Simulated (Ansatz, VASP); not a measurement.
## Cross-check of AlGaAs2 between VASP and Ansatz

Aim: how closely do two programs agree when they are given the same cell, functional and k mesh? The cell is taken from a series of runs on this material, whose earlier steps may have relaxed, scaled, displaced or heated it; both programs get it as it stands.

Program: Ansatz 0.2.0. Level of theory: plane waves, with VASP 6.6.1 beside it; single point at PBEsol, spin-orbit coupling. Results are calculated unless marked as measured.

### Step 1. The structure

The cell holds 12 atoms: 3 Ga, 6 As and 3 Al. Cell: a = 4.012 Å, b = 4.012 Å, c = 16.964 Å, α = 90.0°, β = 90.0°, γ = 90.0°. It derives from GaAs. The structure's axis is c.

### Step 2. Ansatz: single point, PBEsol, spin-orbit coupling

Ansatz runs on its fully relativistic PAW (standard-fr) files.

With cell and atoms fixed, the geometry can't cause a difference; cores, projectors, grids and the points listed under the comparison can.

The input, input.yaml:

```yaml
crystal:
  lattice:
    - [4.0118683384, 0.0, 0.0]
    - [0.0, 4.0119111164, 0.0]
    - [0.0, 0.0, 16.9637748046]
  atoms:
    - { symbol: Ga, position: [0.0, 0.0, 0.0419003233] }
    - { symbol: As, position: [0.5, 0.0, 0.1250116697] }
    - { symbol: Ga, position: [0.5, 0.5, 0.2080744508] }
    - { symbol: As, position: [0.0, 0.5, 0.2911371925] }
    - { symbol: Ga, position: [0.0, 0.0, 0.3742439539] }
    - { symbol: As, position: [0.5, 0.0, 0.4576296887] }
    - { symbol: Al, position: [0.5, 0.5, 0.5409360475] }
    - { symbol: As, position: [0.0, 0.5, 0.6244841779] }
    - { symbol: Al, position: [0.0, 0.0, 0.7080708943] }
    - { symbol: As, position: [0.5, 0.0, 0.7916585459] }
    - { symbol: Al, position: [0.5, 0.5, 0.8752045984] }
    - { symbol: As, position: [0.0, 0.5, 0.9585108917] }
kpoints:
  mp_grid: { grid: [6, 6, 2] }
  band_path:
    path:
      - [0.0, 0.0, 0.0]
      - [0.5, 0.0, 0.0]
      - [0.5, 0.5, 0.0]
      - [0.0, 0.5, 0.0]
      - [0.0, 0.0, 0.5]
      - [0.5, 0.0, 0.5]
      - [0.5, 0.5, 0.5]
      - [0.0, 0.5, 0.5]
    npoints: 1
hamiltonian:
  xc: pbesol
scf:
  occupations: { method: fermi_dirac, width: 0.02 }
  n_extra_bands: 16
magnetization:
  noncollinear: true
  spin_orbit: true
output:
  eigenvalues: true
  forces: true
  stress: true
```

On the command line:

```bash
ansatz run input.yaml --threads 3 --pin off --max-ram 92160MiB --backend cuda --devices 1 --max-vram 13GiB --events-out ev --progress --plain --runs-dir out
```

Numbers of over 12 decimals in the logs are rounded to 6 here.

Output:

```text
Warning: 4 symmetry operations that the atoms keep within the bar at which the run's group was sought (crystal.symmetry.tolerance 1.0e-5, or twice it) were not taken beside the 4 unitary ones that the detection took (of a slab, those that keep its plane). If the more symmetric cell is meant, write the vectors of crystal.lattice to more decimals, or, with the positions in fractional coordinates, give it by lengths and [...]
scf.n_extra_bands = 16 over 138 filled bands (N_el = 138.0): the run solves 154 bands
GPUs: using 1 of 1 available (devices: 1).
Engine: ansatz 0.2.0, x86_64-unknown-linux-gnu
Pseudopotentials: kind: paw_fr
Pseudopotential: Ga, paw_fr, valence charge 13, recommended cutoff 420 eV (normal), Ga.paw.azcp#standard-fr
Pseudopotential: As, paw_fr, valence charge 15, recommended cutoff 420 eV (normal), As.paw.azcp#standard-fr
Pseudopotential: Al, paw_fr, valence charge 3, recommended cutoff 420 eV (normal), Al.paw.azcp#standard-fr
Functional definition: PBEsol
  exchange = pbesol_x
  correlation = pbesol_c
non-collinear run that drives no moment, with spin-orbit: no starting moment large enough to seed its density (crystal.atoms[].spin), no starting occupations that ask for one, no magnetisation constraint and no magnetic field, so the semilocal B_xc is pinned to zero
device memory: the entry about to start is reckoned to put 8.9 GiB on a device that reports 43.7 GiB free (of which the cap on the GPU budget leaves the run 13.0 GiB)
GPU FFT provider: cuFFT
GPU libraries: cuBLAS 13.8.2, cuFFT 12.4.0, cuSOLVER 12.3.4
Crystal: 12 atoms, lattice volume = 273.036 Å³
Basis set: ecut = 420 eV, 5297 PW (Γ), exchange–correlation on 54×54×240 points (8 copies of the dense FFT grid, shifted against one another)
Bands: 154, of which v1, the nominal top of the filled ones, is band 138 counted from 1 (137 counted from 0)
Symmetry: 4 space group operations + 4 with time reversal
Magnetic group: BNS 25.58 (UNI 156), of the structure as read, at distance tolerance 6.5e-5 Å
k-points: 32 of 72
Projection manifold: j_resolved (fully-relativistic pseudo-atomic orbitals)
Non-local potential: Ga, projectors of the file, l = 0: 2, l = 1: 4, l = 2: 6, l = 3: 2
Non-local potential: As, projectors of the file, l = 0: 2, l = 1: 4, l = 2: 6, l = 3: 2
Non-local potential: Al, projectors of the file, l = 0: 2, l = 1: 4, l = 2: 2
PAW form: soft (Blöchl's): semilocal exchange-correlation on the pseudo side does not see the compensation charge
PAW frozen core: Ga, regenerated for the run's functional, and the local potential with it (the file was generated under x = pbe(κ = 0.804, μ = 0.219515), c = pbe(β = 0.066725))
PAW frozen core: As, regenerated for the run's functional, and the local potential with it (the file was generated under x = pbe(κ = 0.804, μ = 0.219515), c = pbe(β = 0.066725))
PAW frozen core: Al, regenerated for the run's functional, and the local potential with it (the file was generated under x = pbe(κ = 0.804, μ = 0.219515), c = pbe(β = 0.066725))
PAW one-centre angular grid: Ga, 590 points (default); XC on 64 Gauss nodes
PAW one-centre angular grid: As, 590 points (default); XC on 64 Gauss nodes
PAW one-centre angular grid: Al, 110 points (default); XC on 64 Gauss nodes
Initial density: superposition of atomic densities (chi_scale 0.1, normalization cell, long waves kept (reshape's long-wave potential 0.46 eV rms))
Initial wavefunctions: pseudopotential atomic-orbital guess
GPU buffer pool allocated for 87480 grid points (all kernels)
GPU transforms: local potential and band sums: pruned to the plane-wave sphere, on 27×27×120
Functional: x = pbesol(κ = 0.804, μ = 0.123457), c = pbesol(β = 0.046)
SCF iter   1: F=—  HF=-41687.755088 eV  |F-HF|=—  |Δ(HF+E_count)|=         —  Δρ=3.82e-2  dr2=4.23e0  dr2_m=0.00e0 (ungated)  ethr=3.10e-3  |M|=0.00e0 ∫|m|=0.00e0 μB  |m|>n=0.0e0 m-floor=0.0e0 τ_xc=0.0e0  β_m=0.30  ⟨swp⟩=6.7  Hψ=22480  notcnv=0
[...]
NSCF: frozen V_eff on 8 k-points
SCF converged after 10 iterations
Magnetization: |M| = 0.0000 μB,  M = (+0.0000, +0.0000, +0.0000) μB
Absolute magnetization: 0.0000 μB (∫|m|)
  site 0: m = (+0.0000, +0.0000, +0.0000) μB, |m| = 0.0000 μB  (R = 1.01 Å)
  site 1: m = (+0.0000, +0.0000, +0.0000) μB, |m| = 0.0000 μB  (R = 1.01 Å)
  site 2: m = (+0.0000, +0.0000, +0.0000) μB, |m| = 0.0000 μB  (R = 1.01 Å)
  site 3: m = (+0.0000, +0.0000, +0.0000) μB, |m| = 0.0000 μB  (R = 1.01 Å)
  site 4: m = (+0.0000, +0.0000, +0.0000) μB, |m| = 0.0000 μB  (R = 1.01 Å)
  site 5: m = (+0.0000, +0.0000, +0.0000) μB, |m| = 0.0000 μB  (R = 1.01 Å)
  site 6: m = (+0.0000, +0.0000, +0.0000) μB, |m| = 0.0000 μB  (R = 1.01 Å)
  site 7: m = (+0.0000, +0.0000, +0.0000) μB, |m| = 0.0000 μB  (R = 1.01 Å)
  site 8: m = (+0.0000, +0.0000, +0.0000) μB, |m| = 0.0000 μB  (R = 1.01 Å)
  site 9: m = (+0.0000, +0.0000, +0.0000) μB, |m| = 0.0000 μB  (R = 1.01 Å)
  site 10: m = (+0.0000, +0.0000, +0.0000) μB, |m| = 0.0000 μB  (R = 1.01 Å)
  site 11: m = (+0.0000, +0.0000, +0.0000) μB, |m| = 0.0000 μB  (R = 1.01 Å)
Free energy (F): -41686.812058 eV
Harris-Foulkes:  -41686.812058 eV  (|F-HF|=5.84e-8)
Internal energy: -41686.812058 eV  (E = F + TS)
E sigma→0 (E₀):  -41686.812058 eV
Fermi energy:    7.708472 eV
--- Per-component energies (eV) ---
  E_band       = -1781.478335
  E_kinetic    = 1037.911214
  E_local      = -22207.466893  (includes V_loc(G=0)·N_el)
  E_nonlocal   = -2697.262366
  E_hartree    = 11343.507229
  E_xc         = -795.379545
  E_vxc        = -736.896105  (∫ρ·V_xc dr)
  E_paw        = -17976.585143  (= ΣΔE_a)
  E_vpaw       = 135.221966  (= ΣTr[D̂ρ^β])
  E_aug_tail   = -0.000377  (compensation charges beyond the density's cutoff)
  E_ewald      = -10400.010774
  E_core_change = 8.474598  (= ΣΔE_core)
  E_smearing   = -0.000000  (= −TS)
  E_closure    = -0.000000  (closes the sum)
  Σ components = -41686.812058   (vs F -41686.812058, Δ=0.00e0)
--- Forces (eV/Å), atoms counted from 1 ---
  atom   1  Ga     0.00000000     0.00000000     0.00032382
  atom   2  As     0.00000000    -0.00000000    -0.00024346
  atom   3  Ga     0.00000000    -0.00000000    -0.00014697
  atom   4  As     0.00000000    -0.00000000    -0.00007476
  atom   5  Ga     0.00000000    -0.00000000    -0.00040504
  atom   6  As     0.00000000    -0.00000000    -0.00147012
  atom   7  Al     0.00000000    -0.00000000    -0.00062306
  atom   8  As     0.00000000     0.00000000     0.00010748
  atom   9  Al     0.00000000    -0.00000000    -0.00002020
  atom  10  As     0.00000000    -0.00000000    -0.00021820
  atom  11  Al     0.00000000     0.00000000     0.00069857
  atom  12  As     0.00000000     0.00000000     0.00207175
  max |Σ_I F_I| component: 2.05e-7 eV/Å
--- Stress (GPa, compression-positive) ---
       -0.008124       0.000000      -0.000000
        0.000000      -0.009460      -0.000000
       -0.000000      -0.000000      -0.010864
  P = ⅓ Tr σ = -0.0095 GPa (-0.095 kbar)
--- Band table (eV; the first three rows and the last of 32) ---
  k-point 0: bands = [... 134 lower, 7.2137, 7.2137, 7.2217, 7.2217, 8.1850, 8.1850, 8.3770, 8.3770, ... 12 higher]
  k-point 1: bands = [... 134 lower, 6.8631, 6.8631, 7.0352, 7.0352, 8.3447, 8.3447, 8.6669, 8.6669, ... 12 higher]
  k-point 2: bands = [... 134 lower, 6.5499, 6.5698, 7.0435, 7.0475, 8.7995, 8.8075, 9.1987, 9.2094, ... 12 higher]
  k-point 31: bands = [... 134 lower, 4.5146, 4.5146, 4.5335, 4.5335, 8.8004, 8.8004, 8.8022, 8.8022, ... 12 higher]
```

[end of part 1 of 2]

[Lines on the potential files, build, host, timing and source positions are cut from VASP's logs without a mark.]

[Logs are printed without paths, hosts, clocks, repeated set-up lines and the standing remarks that a program may print on its own settings, such as how far it seeks lower states.]

[Hosts, paths, dates, database ids (printed as entryN), source tags and the programs' standing remarks are cut or masked in the printed files.]
